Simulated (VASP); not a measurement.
# KCl (Fm-3m) in VASP: single point with r2SCAN

Aim: the single point of KCl with r2SCAN.

All numbers are computed with VASP 6.6.1; they aren't measurements. Logs are shortened: lines on timing, memory, paths and dates and some standing lists are left out, and cuts for length are marked.

**Measured values to compare with.**

A printed reference work, monograph reports, for a bulk crystal of KCl: band gap 8.68 eV.

The runs below are set against these values where they give the same quantity.

## Step 1: The cell of the first run

Symmetry: Fm-3m, No. 225, cubic system. Conventional cell: a = 6.293 Å, b = 6.293 Å, c = 6.293 Å, α = 90.00°, β = 90.00°, γ = 90.00°. K (site symmetry m-3m) has 6 Cl at 3.15 Å within 4.1 Å. Within 4.1 Å of Cl (site symmetry m-3m) lie 6 K at 3.15 Å.

## Step 2: Single point, r2SCAN

The input, POSCAR:

```
KCl
1.0
    0.0000000000      3.1464700000      3.1464700000
    3.1464700000      0.0000000000      3.1464700000
    3.1464700000      3.1464700000      0.0000000000
K Cl
1 1
Direct
    0.0000000000      0.0000000000      0.0000000000
    0.5000000000      0.5000000000      0.5000000000
```

The input, INCAR.step1:

```
PREC = Accurate
ENCUT = 550
ISMEAR = 0
SIGMA = 0.01
LREAL = F
LASPH = T
NELM = 120
NBANDS = 15
GGA = PE
ALGO = Normal
EDIFF = 1E-5
LWAVE = T
LCHARG = F
GGA_COMPAT = F
```

The input, INCAR.step2:

```
PREC = Accurate
ENCUT = 550
EDIFF = 1E-6
ISMEAR = 0
SIGMA = 0.01
LREAL = F
LASPH = T
NELM = 120
ALGO = Normal
ISIF = 2
LWAVE = F
LCHARG = F
METAGGA = R2SCAN
LMIXTAU = T
NBANDS = 15
ISTART = 1
GGA_COMPAT = F
```

The input, KPOINTS:

```
Automatic mesh
0
Gamma
  5 5 5
```

Potentials or basis: VASP PAW PBE potentials, release 64 (K_sv, Cl).

Launch:

```sh
> cat potpaw_PBE.64/K_sv/POTCAR potpaw_PBE.64/Cl/POTCAR > POTCAR
> cp INCAR.step1 INCAR
> mpirun -np 1 vasp_std > vasp.out
> cp INCAR.step2 INCAR
> mpirun -np 1 vasp_std > vasp.out
```

OUTCAR:

```text
PREC = Accurate
   ENCUT = 550
   EDIFF = 1E-6
   ISMEAR = 0
   LREAL = F
   LASPH = T
   NELM = 120
   ISIF = 2
   METAGGA = R2SCAN
   ISTART = 1

 ion  position               nearest neighbor table
   1  0.000  0.000  0.000-   2 3.15   2 3.15   2 3.15   2 3.15   2 3.15   2 3.15
   2  0.500  0.500  0.500-   1 3.15   1 3.15   1 3.15   1 3.15   1 3.15   1 3.15

  LATTYP: Found a face centered cubic cell.
 ALAT       =     6.2929400000

  Lattice vectors:

 A1 = (   0.0000000000,   3.1464700000,   3.1464700000)
 A2 = (   3.1464700000,   0.0000000000,   3.1464700000)
 A3 = (   3.1464700000,   3.1464700000,   0.0000000000)

Analysis of symmetry for initial positions (statically):
=====================================================================
 Subroutine PRICEL returns:
 Original cell was already a primitive cell.

 Routine SETGRP: Setting up the symmetry group for a
 face centered cubic supercell.

 Subroutine GETGRP returns: Found 48 space group operations
 (whereof 48 operations were pure point group operations)
 out of a pool of 48 trial point group operations.

The static configuration has the point symmetry O_h .

Analysis of symmetry for dynamics (positions and initial velocities):
=====================================================================
 Subroutine PRICEL returns:
 Original cell was already a primitive cell.

 Routine SETGRP: Setting up the symmetry group for a
 face centered cubic supercell.

 Subroutine GETGRP returns: Found 48 space group operations
 (whereof 48 operations were pure point group operations)
 out of a pool of 48 trial point group operations.

The dynamic configuration has the point symmetry O_h .

 Subroutine INISYM returns: Found 48 space group operations
 (whereof 48 operations are pure point group operations),
 and found     1 'primitive' translations

----------------------------------------------------------------------------------------

                                     Primitive cell

  volume of cell :      62.3018

  direct lattice vectors                    reciprocal lattice vectors
     0.000000000  3.146470000  3.146470000    -0.158908237  0.158908237  0.158908237
     3.146470000  0.000000000  3.146470000     0.158908237 -0.158908237  0.158908237
     3.146470000  3.146470000  0.000000000     0.158908237  0.158908237 -0.158908237

  length of vectors
     4.449780548  4.449780548  4.449780548     0.275237140  0.275237140  0.275237140

  position of ions in fractional coordinates (direct lattice)
     0.000000000  0.000000000  0.000000000
     0.500000000  0.500000000  0.500000000

  ion indices of the primitive-cell ions
   primitive index   ion index
                 1           1
                 2           2

----------------------------------------------------------------------------------------

 KPOINTS: Automatic mesh

Automatic generation of k-mesh.
 Grid dimensions read from file:
 generate k-points for:    5    5    5

 Generating k-lattice:

  Cartesian coordinates                     Fractional coordinates (reciprocal lattice)
    -0.031781647  0.031781647  0.031781647     0.200000000  0.000000000  0.000000000
     0.031781647 -0.031781647  0.031781647     0.000000000  0.200000000  0.000000000
     0.031781647  0.031781647 -0.031781647     0.000000000  0.000000000  0.200000000

  Length of vectors
     0.055047428  0.055047428  0.055047428

  Shift w.r.t. Gamma in fractional coordinates (k-lattice)
     0.000000000  0.000000000  0.000000000

 Subroutine IBZKPT returns following result:
 ===========================================

 Found     10 irreducible k-points:

 Following reciprocal coordinates:
            Coordinates               Weight
  0.000000  0.000000  0.000000      1.000000
  0.200000  0.000000  0.000000      8.000000
  0.400000  0.000000  0.000000      8.000000
  0.200000  0.200000  0.000000      6.000000
  0.400000  0.200000  0.000000     24.000000
 -0.400000  0.200000  0.000000     24.000000
 -0.200000  0.200000  0.000000     12.000000
  0.400000  0.400000  0.000000      6.000000
 -0.400000  0.400000  0.000000     12.000000
 -0.400000  0.400000  0.200000     24.000000
   k-points           NKPTS =     10   k-points in BZ     NKDIM =     10   number of bands    NBANDS=     15
   number of dos      NEDOS =    301   number of ions     NIONS =      2
   total plane-waves  NPLWV =  46656
   dimension x,y,z NGX =    36 NGY =   36 NGZ =   36
   dimension x,y,z NGXF=    72 NGYF=   72 NGZF=   72
   ions per type =               1   1
   NGX,Y,Z   is equivalent  to a cutoff of  13.45, 13.45, 13.45 a.u.
   NGXF,Y,Z  is equivalent  to a cutoff of  26.90, 26.90, 26.90 a.u.
 SYSTEM =  unknown system
   PREC   = accura    normal or accurate (medium, high low for compatibility)
   ISTART =      1    job   : 0-new  1-cont  2-samecut
   ICHARG =      0    charge: 1-file 2-atom 10-const
   ISPIN  =      1    spin polarized calculation?
   LNONCOLLINEAR =      F non collinear calculations
   LSORBIT =      F    spin-orbit coupling
   LASPH  =      T    aspherical Exc in radial PAW
   ENCUT  =  550.0 eV  40.42 Ry    6.36 a.u.   8.51  8.51  8.51*2*pi/ulx,y,z
   NELM   =    120;   NELMIN=  2; NELMDL=  0     # of ELM steps
   EDIFF  = 0.1E-05   stopping-criterion for ELM
   LREAL  =      F    real-space projection
   EDIFFG = 0.1E-04   stopping-criterion for IOM
   NSW    =      0    number of steps for IOM
   IBRION =     -1    ionic relax: 0-MD 1-quasi-New 2-CG
   NFREE  =      0    steps in history (QN), initial steepest desc. (CG)
   ISIF   =      2    stress and relaxation
   ISYM   =      2    0-nonsym 1-usesym 2-fastsym
   POTIM  = 0.5000    time-step for ionic-motion
   TEBEG  =    0.0;   TEEND  =   0.0 temperature during run
   PSTRESS=    0.0 pullay stress
   NELECT =      16.0000    total number of electrons
   NUPDOWN=      -1.0000    fix difference up-down
   EMIN   =  10.00;   EMAX   =-10.00  energy-range for DOS
   EFERMI =   0.00;   METHOD = LEGACY
   ISMEAR =     0;   SIGMA  =   0.01  broadening in eV -4-tet -1-fermi 0-gaus
   EFERMI_NEDOS =   21; number of points for ismear=-14 and -15
   IALGO  =     38    algorithm
   IMIX   =      4    mixing-type and parameters
     AMIX     =   0.40;   BMIX     =  1.00
     AMIX_MAG =   1.60;   BMIX_MAG =  1.00
  volume/ion in A,a.u.               =      31.15       210.22
  Fermi-wavevector in a.u.,A,eV,Ry     =   1.040594  1.966437 14.732871  1.082835
  Thomas-Fermi vector in A             =   2.175177
   LORBIT       =      0    0 simple, 1 ext, 2 COOP (PROOUT), +10 PAW based schemes
   METAGGA = R2SCAN    functional components
   LHFCALC =     F    Hartree Fock is set to
   AEXX    =    0.0000 exact exchange contribution
   IVDW    =     0    specifies the selected vdW correction
   LEPSILON=     F    determine dielectric tensor
   LRPA    =     F    only Hartree local field effects (RPA)
 non-spin polarized calculation
 Gauss-broadening in eV      SIGMA  =   0.01
  energy-cutoff  :      550.00
  volume of cell :       62.30
 maximum number of plane-waves:      1849
 NGX is ok and might be reduce to    36
   NGX = 17   NGY = 17   NGZ = 17

 number of electron      16.0000001 magnetization

 Free energy of the ion-electron system (eV)
  ---------------------------------------------------
  ext. energy  EPLUGINS =         0.00000000
  ---------------------------------------------------
  free energy    TOTEN  =       -16.50712968 eV

  energy without entropy =      -16.50712968  energy(sigma->0) =      -16.50712968

 E-fermi :  -2.1652     XC(G=0):  -7.9535

 val. band max:       -2.2643453538   @ k =   0.0000   0.0000   0.0000
 cond. band min:       3.5654309224   @ k =   0.0000   0.0000   0.0000
 fundamental gap:      5.8297762761
 Fermi energy:        -2.1651734936

 k-point     1 :       0.0000    0.0000    0.0000
  band No.  band energies     occupation
      1     -30.5328      2.00000
      2     -14.9340      2.00000
      3     -13.2243      2.00000
      4     -13.2243      2.00000
      5     -13.2243      2.00000
      6      -2.2643      2.00000
      7      -2.2643      2.00000
      8      -2.2643      2.00000
      9       3.5654      0.00000
     10       6.7696      0.00000
     11       6.7696      0.00000
     12       6.7696      0.00000
     13       7.8124      0.00000
     14       7.8124      0.00000
     15      11.1066      0.00000

 k-point     2 :       0.2000    0.0000    0.0000
  band No.  band energies     occupation
      1     -30.5292      2.00000
      2     -14.9939      2.00000
      3     -13.2272      2.00000
      4     -13.2272      2.00000
      5     -13.1441      2.00000
      6      -2.6774      2.00000
      7      -2.3801      2.00000
      8      -2.3801      2.00000
      9       4.4382      0.00000
     10       6.5090      0.00000
     11       7.2816      0.00000
     12       7.2816      0.00000
     13       8.3575      0.00000
     14       8.3575      0.00000
     15      12.3580      0.00000

 k-point     3 :       0.4000    0.0000    0.0000
  band No.  band energies     occupation
      1     -30.5234      2.00000
      2     -15.0813      2.00000
      3     -13.2317      2.00000
      4     -13.2317      2.00000
      5     -13.0226      2.00000
      6      -3.2258      2.00000
      7      -2.5564      2.00000
      8      -2.5564      2.00000
      9       5.7050      0.00000
     10       6.8010      0.00000
     11       8.5951      0.00000
     12       8.5951      0.00000
     13       9.5797      0.00000
     14       9.5797      0.00000
     15      11.1030      0.00000
[... 91 lines left out ...]
 k-point     9 :      -0.4000    0.4000    0.0000
  band No.  band energies     occupation
      1     -30.5195      2.00000
      2     -14.8948      2.00000
      3     -13.3471      2.00000
      4     -13.2672      2.00000
      5     -13.2082      2.00000
      6      -2.8693      2.00000
      7      -2.7165      2.00000
      8      -2.5354      2.00000
      9       5.2905      0.00000
     10       7.6142      0.00000
     11       7.6685      0.00000
     12       8.9079      0.00000
     13       9.3112      0.00000
     14       9.8465      0.00000
     15      10.8988      0.00000

 k-point    10 :      -0.4000    0.4000    0.2000
  band No.  band energies     occupation
      1     -30.5201      2.00000
      2     -14.9467      2.00000
      3     -13.3015      2.00000
      4     -13.2929      2.00000
      5     -13.1399      2.00000
      6      -2.9407      2.00000
      7      -2.6504      2.00000
      8      -2.6375      2.00000
      9       5.9061      0.00000
     10       6.6407      0.00000
     11       8.0968      0.00000
     12       8.9671      0.00000
     13       9.7481      0.00000
     14       9.8802      0.00000
     15      10.6795      0.00000

------------------------ aborting loop because EDIFF is reached ----------------------------------------

  FORCE on cell =-STRESS in cart. coord.  units (eV):
  Direction    XX          YY          ZZ          XY          YZ          ZX
  --------------------------------------------------------------------------------------
  -------------------------------------------------------------------------------------
  Total       -0.0021976     -0.0021976     -0.0021976      0.0000000      0.0000000     -0.0000000
  in kB       -0.0565151     -0.0565151     -0.0565151      0.0000000      0.0000000     -0.0000000
  external PRESSURE =      -0.0565151 kB  Pullay stress =       0.0000000 kB

 VOLUME and BASIS-vectors are now :
 -----------------------------------------------------------------------------
  energy-cutoff  :      550.00
  volume of cell :       62.30
      direct lattice vectors                 reciprocal lattice vectors
     0.000000000  3.146470000  3.146470000    -0.158908237  0.158908237  0.158908237
     3.146470000  0.000000000  3.146470000     0.158908237 -0.158908237  0.158908237
     3.146470000  3.146470000  0.000000000     0.158908237  0.158908237 -0.158908237

 POSITION                                       TOTAL-FORCE (eV/Angst)
 -----------------------------------------------------------------------------------
      0.00000      0.00000      0.00000         0.000000     -0.000000      0.000000
      3.14647      3.14647      3.14647        -0.000000      0.000000     -0.000000
 -----------------------------------------------------------------------------------
    total drift:                                0.000000      0.000000      0.000000

  FREE ENERGIE OF THE ION-ELECTRON SYSTEM (eV)
  ---------------------------------------------------
  free  energy   TOTEN  =       -16.5071296808 eV

  energy  without entropy=      -16.5071296808  energy(sigma->0) =      -16.50712968
```

Run time: 29 s. Hardware: 1 thread of AMD EPYC 9R45 (Zen 5), shared host; peak memory 0.19 GiB.

Results:

```yaml
Free_energy: -16.5071 eV
Pressure: 0.0 GPa
Band_gap_on_the_k_mesh: 5.83 eV
```

Caveat: the PAW data sets were made with another functional, which shifts forces and pressure a little.

## Step 3: Against experiment

Step 2. Measured gap of KCl: 8.68 eV (a printed reference work, monograph). This calculation gives 5.83 eV (-2.85 eV). The value is that of r2SCAN, without temperature or zero-point motion.
